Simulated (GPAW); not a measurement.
Ga: relaxation of cell and atoms with PBEsol+D3

Ga:

```xyz
4
Lattice="3.8170 -2.3266 0.0000 3.8170 2.3266 0.0000 0.0000 0.0000 4.4883" Properties=species:S:1:pos:R:3 pbc="T T T"
Ga    2.5773   -1.5260    1.1221
Ga    2.5773    1.5260    3.3662
Ga    5.0566    1.5260    3.3662
Ga    5.0566   -1.5260    1.1221
```

This isn't the form of Ga at room conditions, which is orthorhombic.

```yaml
Program: GPAW 26.7.0
Task: relaxation of cell and atoms
Functional: PBEsol
Dispersion: D3
Potentials_or_basis: PAW data sets generated in the run's folder for this functional
Cutoff: 600 eV
Basis: pw
k_mesh: 6 × 6 × 5
Occupations: fermi-dirac, width 0.05 eV
Spin: no spin polarisation
Maxiter: 150
Optimizer: BFGS
Fmax: 0.02 eV/Å
Max_steps: 60
Convergence: density=1e-05 forces=0.0001
```

```yaml
Relaxed_volume: 19.61 Å³/atom
Relaxed_cell: a = 4.459 Å, b = 4.459 Å, c = 4.514 Å, α = 90.00°, β = 90.00°, γ = 60.93°
Space_group_after_relaxing_to_0.05_Å: Cmcm (No. 63)
Energy_gained_by_relaxing: 3.8 meV/atom
Ionic_steps: 9
Pressure_after_relaxing: 0.0 GPa
Largest_force_after_relaxing: 0.013 eV/Å
Band_gap_on_the_k_mesh: none (metal or under the smearing width)
Dispersion_energy_per_atom: -0.150 eV
```

Forces on the atoms (eV/Å):
```
Ga   0.010  0.008  0.000
Ga   0.010 -0.008  0.000
Ga  -0.010 -0.008  0.000
Ga  -0.010  0.008  0.000
```

Stress tensor (GPa, compression positive):
```
 0.00  0.00  0.00
 0.00  0.02  0.00
 0.00  0.00 -0.12
```

The path:
| step | energy change (eV) | largest force (eV/Å) | pressure (GPa) | volume (Å³) |
| --- | --- | --- | --- | --- |
| 1 | 0.0000 | 0.0324 | -0.64 | 79.72 |
| 2 | -0.0006 | 0.0316 | -0.60 | 79.65 |
| 3 | -0.0075 | 0.0942 | 0.46 | 78.17 |
| 4 | -0.0082 | 0.0797 | 0.46 | 78.16 |
| 5 | -0.0119 | 0.0663 | 0.53 | 77.94 |
| 6 | -0.0124 | 0.0588 | 0.46 | 78.01 |
| 7 | -0.0152 | 0.0102 | -0.02 | 78.42 |
| 8 | -0.0152 | 0.0103 | -0.02 | 78.43 |
| 9 | -0.0153 | 0.0125 | -0.03 | 78.43 |

Final structure:
```
CELL_PARAMETERS angstrom
3.84300 -2.26055 0.00000
3.84300 2.26055 0.00000
0.00000 0.00000 4.51432
ATOMIC_POSITIONS crystal
Ga 0.66061 0.01825 0.25000
Ga 0.01825 0.66061 0.75000
Ga 0.33939 0.98175 0.75000
Ga 0.98175 0.33939 0.25000
```

Levels at points of the mesh, in eV from the Fermi level:
```csv
k point,band 4,band 5,band 6,band 7,band 8,band 9
"(0.00, 0.00, 0.00)",-2.40,-2.02,-1.29,0.62,0.97,2.23
"(0.50, 0.00, 0.00)",-3.32,-1.41,-0.51,-0.47,-0.31,3.50
"(0.50, 0.50, 0.00)",-2.95,-2.01,-2.00,0.32,1.01,3.41
```

Run time: 5 min on 1 thread of Arm Neoverse V1, with other jobs on the host, peak memory 0.42 GiB.

Caveat: later steps reuse the first step's grids; pairwise dispersion overbinds metals, which lowers pressure and volume.
